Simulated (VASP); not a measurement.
NaF in VASP 6.6.1, single-point calculation

INCAR

```
LWAVE = .FALSE.
LREAL = .TRUE.
IBRION = -1
LASPH = .TRUE.
ISIF = 2
NBANDS = 14
LCHARG = .FALSE.
ISYM = 0
EDIFF = 1E-7
SIGMA = 0.01
NELM = 120
PREC = Accurate
ISMEAR = 0
NSW = 0
ENCUT = 520
GGA = PS
```

KPOINTS

```
KPOINTS created by Atomic Simulation Environment
0
Gamma
4 4 4
0 0 0
```

POSCAR

```
Na F
 1.0000000000000000
     2.7934851914443364   -0.0000000000000000   -0.0000000000000000
    -0.0000000000000000    2.7934851914443364   -0.0000000000000000
    -0.0000000000000000   -0.0000000000000000    2.7934851914443364
 Na  F
   1   1
Cartesian
 -0.0000000000000000  0.0000000000000000  0.0000000000000000
  1.3967425957221682  1.3967425957221682  1.3967425957221682
```

The recommended PBE PAW datasets give the neutral cell 14 valence electrons.

Command

```
mpirun -np 1 vasp_std
```

**Question.** How does this run end, and what does it give?

**Answer.** It converged. Results: gap between bands v and c on the k mesh 5.98 eV; least direct gap on the k mesh 6.33 eV; pressure -4.2 GPa. Band v is the last that the valence electrons fill when counted band by band, and c is the next.

OSZICAR

```
N       E                     dE             d eps       ncg     rms          rms(c)
DAV:   1     0.109007176832E+03    0.10901E+03   -0.76863E+03  1020   0.128E+03
DAV:   2    -0.399128087553E+01   -0.11300E+03   -0.10500E+03  1116   0.349E+02
DAV:   3    -0.926846127004E+01   -0.52772E+01   -0.52669E+01  1230   0.696E+01
DAV:   4    -0.930694076999E+01   -0.38479E-01   -0.38478E-01  1116   0.623E+00
DAV:   5    -0.930726847118E+01   -0.32770E-03   -0.32770E-03  1242   0.579E-01    0.466E+00
DAV:   6    -0.858766665665E+01    0.71960E+00   -0.20689E+00  1206   0.141E+01    0.169E+00
DAV:   7    -0.855760272736E+01    0.30064E-01   -0.27711E-02  1032   0.278E+00    0.987E-01
DAV:   8    -0.854251971564E+01    0.15083E-01   -0.21599E-02  1014   0.395E+00    0.130E-01
DAV:   9    -0.854282918412E+01   -0.30947E-03   -0.31190E-03  1272   0.627E-01    0.691E-02
DAV:  10    -0.854280993361E+01    0.19251E-04   -0.48390E-04  1158   0.195E-01    0.328E-02
DAV:  11    -0.854279918920E+01    0.10744E-04   -0.49456E-05  1176   0.961E-02    0.216E-03
DAV:  12    -0.854279950420E+01   -0.31500E-06   -0.28482E-06  1110   0.160E-02    0.924E-04
DAV:  13    -0.854279948531E+01    0.18892E-07   -0.13179E-07  1080   0.325E-03
   1 F= -.85427995E+01 E0= -.85427995E+01  d E =-.419938E-32
```

These settings aren't sound, so the numbers aren't properties of the crystal.

On sound settings PBEsol gives a gap of 5.98 eV on its mesh and a pressure of 1.4 GPa for the intended cell.
